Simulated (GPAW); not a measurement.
A run of GPAW 26.7.0 is set up as follows.

File run.py:

```python
from ase import Atoms
from ase.dft.bandgap import bandgap
from ase.io import write
from gpaw import GPAW, PW
from gpaw.response.df import DielectricFunction

atoms = Atoms(['Bi', 'Bi'],
              cell=[[2.2973389482, 1.3263692602, 3.9898217322],
                    [-2.2973389482, 1.3263692602, 3.9898217322],
                    [0.0, -2.6527385203, 3.9898217322]],
              scaled_positions=[[0.766, 0.766, 0.766],
                                [0.234, 0.234, 0.234]],
              pbc=True)

calc = GPAW(mode=PW(500),
            xc='PBE',
            kpts={'size': (6, 6, 6), 'gamma': True},
            occupations={'name': 'fermi-dirac', 'width': 0.05},
            nbands=25,
            convergence={'density': 1e-06},
            maxiter=150,
            txt='gpaw.txt')
atoms.calc = calc
energy = atoms.get_potential_energy()
calc.write('gs.gpw')
write('result.traj', atoms)
print(f'Energy: {energy:.6f} eV')
print('Fermi level:', round(calc.get_fermi_level(), 4), 'eV')
print(f'Gap: {bandgap(calc)[0]:.4f} eV, direct: {bandgap(calc, direct=True)[0]:.4f} eV')

dense = calc.fixed_density(kpts={'size': (10, 10, 10), 'gamma': True},
                           nbands=41, convergence={'bands': 35, 'eigenstates': 1e-7},
                           update_fermi_level=True, txt='dense.txt')
dense.write('dense.gpw', mode='all')

df = DielectricFunction('dense.gpw', frequencies={'type': 'nonlinear', 'domega0': 0.05, 'omega2': 10},
                        eta=0.1, ecut=50, nbands=35, rate='eta', txt='df.txt')
for direction in ['x', 'z']:
    df.get_dielectric_function(xc='RPA', direction=direction, filename=f'df_{direction}.csv')
```

Potentials or basis: GPAW PAW data sets (gpaw-data 1.2.1), pw.

Launch:

```console
$ OMP_NUM_THREADS=1 python run.py
```

(1) What does it give for the band gap on the k mesh?

Results:

(1) none (metal or under the smearing width).

Caveat: the intraband term hangs on this k mesh; the long-wavelength limit can be off by a per cent or two; independent-particle spectra lack excitons; spin-orbit coupling is left out, which moves the levels of the heavy elements.
